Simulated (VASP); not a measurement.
# TiC (P-6m2) in VASP: settings compared

Aim: see how the results for TiC move with the level of theory and the settings. Levels: PBEsol+D3, PBEsol+D3(BJ), PBE, LDA, PBEsol. Tasks: relaxation of cell and atoms.

Program: VASP 6.6.1. These are calculated values, not measurements. Logs are shortened: lines on timing, memory, paths and dates and some standing lists are left out, and cuts for length are marked.

### 1 The structure

It takes space group P-6m2 (No. 187, hexagonal). Conventional cell: a = 3.042 Å, b = 3.042 Å, c = 2.698 Å, α = 90.00°, β = 90.00°, γ = 120.00°. Ti (site symmetry -6m2) is surrounded by 6 C at 2.21 Å. C (site symmetry -6m2) is surrounded by 6 Ti at 2.21 Å.

The cell was built by a generator and needn't be a form met in nature.

### 2 Relaxation of cell and atoms, PBEsol+D3

File INCAR:

```
ALGO     = Fast           # electronic algorithm
EDIFF    = 1E-6           # SCF threshold, eV
EDIFFG   = -0.005         # ionic threshold
ENCUT    = 600            # plane-wave cutoff, eV
GGA      = PS             # functional
IBRION   = 2              # ionic algorithm
ISIF     = 3              # what is computed and relaxed
ISMEAR   = -1             # smearing method
IVDW     = 11             # dispersion correction
LASPH    = T              # aspherical terms in the spheres
LCHARG   = F              # write CHGCAR
LREAL    = F              # projectors in reciprocal space
LWAVE    = F              # write WAVECAR
NELM     = 100            # most SCF steps
NSW      = 40             # ionic steps
PREC     = Accurate       # precision mode
SIGMA    = 0.05           # smearing width, eV
```

File KPOINTS:

```
k-points
0
Gamma
  10 10 10
```

File POSCAR:

```
TiC
1.0
    3.0420900000      0.0000000000      0.0000000000
   -1.5210400000      2.6345200000      0.0000000000
    0.0000000000      0.0000000000      2.6979700000
Ti C
1 1
Direct
    0.0000000000      0.0000000000      0.5000000000
    0.3333300000      0.6666700000      0.0000000000
```

Potentials or basis: VASP PAW PBE potentials, release 64 (Ti_sv, C).

Started as:

```
> cat potpaw_PBE.64/Ti_sv/POTCAR potpaw_PBE.64/C/POTCAR > POTCAR
> mpirun -np 1 vasp_std > vasp.out
```

OUTCAR:

```text
EDIFF = 1E-6
   EDIFFG = -0.005
   ENCUT = 600
   GGA = PS
   IBRION = 2
   ISIF = 3
   ISMEAR = -1
   IVDW = 11
   LASPH = T
   LREAL = F
   NELM = 100
   NSW = 40
   PREC = Accurate
 IVDW          = 11

 ion  position               nearest neighbor table
   1  0.000  0.000  0.500-   2 2.21   2 2.21   2 2.21   2 2.21   2 2.21   2 2.21
   2  0.333  0.667  0.000-   1 2.21   1 2.21   1 2.21   1 2.21   1 2.21   1 2.21

  LATTYP: Found a hexagonal cell.
 ALAT       =     3.0420900000
 C/A-ratio  =     0.8868804013

  Lattice vectors:

 A1 = (   3.0420900000,   0.0000000000,   0.0000000000)
 A2 = (  -1.5210400000,   2.6345200000,   0.0000000000)
 A3 = (   0.0000000000,   0.0000000000,   2.6979700000)

Analysis of symmetry for initial positions (statically):
=====================================================================
 Subroutine PRICEL returns:
 Original cell was already a primitive cell.

 Routine SETGRP: Setting up the symmetry group for a
 hexagonal supercell.

 Subroutine GETGRP returns: Found  4 space group operations
 (whereof  4 operations were pure point group operations)
 out of a pool of 24 trial point group operations.

The static configuration has the point symmetry C_2v.

Analysis of symmetry for dynamics (positions and initial velocities):
=====================================================================
 Subroutine PRICEL returns:
 Original cell was already a primitive cell.

 Routine SETGRP: Setting up the symmetry group for a
 hexagonal supercell.

 Subroutine GETGRP returns: Found  4 space group operations
 (whereof  4 operations were pure point group operations)
 out of a pool of 24 trial point group operations.

The dynamic configuration has the point symmetry C_2v.

 Subroutine INISYM returns: Found  4 space group operations
 (whereof  4 operations are pure point group operations),
 and found     1 'primitive' translations

----------------------------------------------------------------------------------------

                                     Primitive cell

  volume of cell :      21.6227

  direct lattice vectors                    reciprocal lattice vectors
     3.042090000  0.000000000  0.000000000     0.328721372  0.189787269  0.000000000
    -1.521040000  2.634520000  0.000000000     0.000000000  0.379575786  0.000000000
     0.000000000  0.000000000  2.697970000     0.000000000  0.000000000  0.370649044

  length of vectors
     3.042090000  3.042081247  2.697970000     0.379574694  0.379575786  0.370649044

  position of ions in fractional coordinates (direct lattice)
[... 76 lines left out ...]
   LASPH  =      T    aspherical Exc in radial PAW
   ENCUT  =  600.0 eV  44.10 Ry    6.64 a.u.   6.08  6.08  5.39*2*pi/ulx,y,z
   NELM   =    100;   NELMIN=  2; NELMDL= -5     # of ELM steps
   EDIFF  = 0.1E-05   stopping-criterion for ELM
   LREAL  =      F    real-space projection
   EDIFFG = -.5E-02   stopping-criterion for IOM
   NSW    =     40    number of steps for IOM
   IBRION =      2    ionic relax: 0-MD 1-quasi-New 2-CG
   NFREE  =      1    steps in history (QN), initial steepest desc. (CG)
   ISIF   =      3    stress and relaxation
   ISYM   =      2    0-nonsym 1-usesym 2-fastsym
   POTIM  = 0.5000    time-step for ionic-motion
   TEBEG  =    0.0;   TEEND  =   0.0 temperature during run
   PSTRESS=    0.0 pullay stress
   NELECT =      16.0000    total number of electrons
   NUPDOWN=      -1.0000    fix difference up-down
   EMIN   =  10.00;   EMAX   =-10.00  energy-range for DOS
   EFERMI =   0.00;   METHOD = LEGACY
   ISMEAR =    -1;   SIGMA  =   0.05  broadening in eV -4-tet -1-fermi 0-gaus
   EFERMI_NEDOS =   21; number of points for ismear=-14 and -15
   IALGO  =     68    algorithm
   IMIX   =      4    mixing-type and parameters
     AMIX     =   0.40;   BMIX     =  1.00
     AMIX_MAG =   1.60;   BMIX_MAG =  1.00
  volume/ion in A,a.u.               =      10.81        72.96
  Fermi-wavevector in a.u.,A,eV,Ry     =   1.480737  2.798187 29.831891  2.192582
  Thomas-Fermi vector in A             =   2.594734
   LORBIT       =      0    0 simple, 1 ext, 2 COOP (PROOUT), +10 PAW based schemes
   GGA     = PS    functional components
   LHFCALC =     F    Hartree Fock is set to
   AEXX    =    0.0000 exact exchange contribution
   IVDW    =    11    specifies the selected vdW correction
   LEPSILON=     F    determine dielectric tensor
   LRPA    =     F    only Hartree local field effects (RPA)
 conjugate gradient relaxation of ions
 non-spin polarized calculation
 RMM-DIIS sequential band-by-band and
  energy-cutoff  :      600.00
  volume of cell :       21.62
 maximum number of plane-waves:       734
   NGX = 13   NGY = 13   NGZ = 11

--------------------------------------- Ionic step        1  -------------------------------------------

 number of electron      15.9999999 magnetization

 Free energy of the ion-electron system (eV)
  ---------------------------------------------------
  ext. energy  EPLUGINS =         0.00000000
  ---------------------------------------------------
  free energy    TOTEN  =       -18.39070576 eV

  energy without entropy =      -18.38654806  energy(sigma->0) =      -18.38862691

------------------------ aborting loop because EDIFF is reached ----------------------------------------

 Edisp (eV)   -0.47212

 E8    (eV) :    -0.2864
[... 231 lines left out ...]
--------------------------------------- Ionic step        7  -------------------------------------------

 number of electron      16.0000002 magnetization

 Free energy of the ion-electron system (eV)
  ---------------------------------------------------
  ext. energy  EPLUGINS =         0.00000000
  ---------------------------------------------------
  free energy    TOTEN  =       -18.39936475 eV

  energy without entropy =      -18.39556452  energy(sigma->0) =      -18.39746464

 E-fermi :   8.9305     XC(G=0): -12.6717

 val. band max:        8.8912810966   @ k =   0.3000   0.1000   0.0000
 cond. band min:       8.9374685386   @ k =   0.5000   0.5000   0.1000
 fundamental gap:      0.0461874420
 Fermi energy:         8.9305185372

 k-point     1 :       0.0000    0.0000    0.0000
  band No.  band energies     occupation
      1     -47.2214      2.00000
      2     -23.4590      2.00000
      3     -23.4589      2.00000
      4     -22.9895      2.00000
      5      -3.1949      2.00000
      6       7.3192      2.00000
      7       7.3192      2.00000
      8       7.8936      2.00000
      9      11.3195      0.00000
     10      12.4887      0.00000
     11      12.4887      0.00000
     12      14.9323      0.00000
[... 331 lines left out ...]
 k-point    24 :      -0.2000    0.4000    0.0000
  band No.  band energies     occupation
      1     -47.1681      2.00000
      2     -23.8035      2.00000
      3     -23.5913      2.00000
      4     -22.9432      2.00000
      5      -1.3151      2.00000
      6       4.9030      2.00000
      7       7.5944      2.00000
      8       8.9784      0.55466
      9       9.1672      0.01743
     10      11.9943      0.00000
     11      12.6654      0.00000
     12      13.2818      0.00000

 [... further k-points ...]

------------------------ aborting loop because EDIFF is reached ----------------------------------------

 Edisp (eV)   -0.48723

 E8    (eV) :    -0.2942
[... 25 lines left out ...]
  FREE ENERGIE OF THE ION-ELECTRON SYSTEM (eV)
  ---------------------------------------------------
  free  energy   TOTEN  =       -18.8865904329 eV

  energy  without entropy=      -18.8827902096  energy(sigma->0) =      -18.88469032

 reached required accuracy - stopping structural energy minimisation
```

CONTCAR:

```text
TiC
   1.00000000000000
     2.9962724671564835   -0.0000052160378856    0.0000000000000000
    -1.4981358260933486    2.5948386559317043    0.0000000000000000
     0.0000000000000000    0.0000000000000000    2.6705146652007166
  Ti              C
     1     1
Direct
     0.9999985566859073    0.0000014433142727    0.5000000000000000
     0.3333314433140891    0.6666685566857308    0.0000000000000000

  0.00000000E+00  0.00000000E+00  0.00000000E+00
  0.00000000E+00  0.00000000E+00  0.00000000E+00
```

It took 2.9 min on 1 thread of Intel Xeon Platinum 8488C (Sapphire Rapids), shared host; peak memory 0.21 GiB.

What came out:

| Property | Result |
| --- | --- |
| Free energy | -18.8866 eV |
| Relaxed volume | 10.38 Å³/atom |
| Relaxed cell | a = 2.996 Å, b = 2.996 Å, c = 2.671 Å, α = 90.00°, β = 90.00°, γ = 120.00° |
| Space group after relaxing (to 0.05 Å) | P-6m2 (No. 187) |
| Energy gained by relaxing | 11.9 meV/atom |
| Ionic steps | 7 |
| Pressure after relaxing | 0.1 GPa |
| Band gap on the k mesh | none (metal or under the smearing width) |
| Dispersion energy per atom | -0.244 eV |

Step by step:
```tsv
step	energy change (eV)	largest force (eV/Å)	pressure (GPa)	volume (Å³)
1	0.0000	0.0001	-8.83	21.62
2	0.0146	0.0000	12.67	19.81
3	-0.0233	0.0001	-0.15	20.81
4	-0.0233	0.0001	-0.05	20.79
5	-0.0237	0.0000	0.06	20.77
6	-0.0237	0.0000	0.07	20.75
7	-0.0238	0.0000	0.06	20.76
```

Final structure:
```
Ti C
1.0
     2.99627   -0.00001    0.00000
    -1.49814    2.59484    0.00000
     0.00000    0.00000    2.67051
Ti C
1 1
Direct
  0.00000 0.00000 0.50000
  0.33333 0.66667 0.00000
```

Levels at points of the mesh, in eV from the Fermi level:
| k point | band 5 | band 6 | band 7 | band 8 | band 9 | band 10 | band 11 | band 12 |
| --- | --- | --- | --- | --- | --- | --- | --- | --- |
| (0.00, 0.00, 0.00) | -12.13 | -1.61 | -1.61 | -1.04 | 2.39 | 3.56 | 3.56 | 6.00 |
| (0.50, 0.00, 0.00) | -9.56 | -4.99 | -0.82 | -0.34 | 0.33 | 3.23 | 3.72 | 4.02 |
| (0.50, 0.50, 0.00) | -9.56 | -4.99 | -0.82 | -0.34 | 0.33 | 3.23 | 3.72 | 4.02 |
| (0.00, 0.00, 0.50) | -8.81 | -5.76 | -0.47 | -0.47 | 1.20 | 1.20 | 4.97 | 4.97 |
| (0.50, 0.00, 0.50) | -8.83 | -4.11 | -2.58 | -2.28 | 1.54 | 3.53 | 4.64 | 6.01 |
| (0.50, 0.50, 0.50) | -8.83 | -4.11 | -2.58 | -2.28 | 1.54 | 3.53 | 4.64 | 6.01 |

Caveat: the PAW data sets were made with another functional, which shifts forces and pressure a little; pairwise dispersion overbinds metals, which lowers pressure and volume.

(Continued in part 2 of 2.)
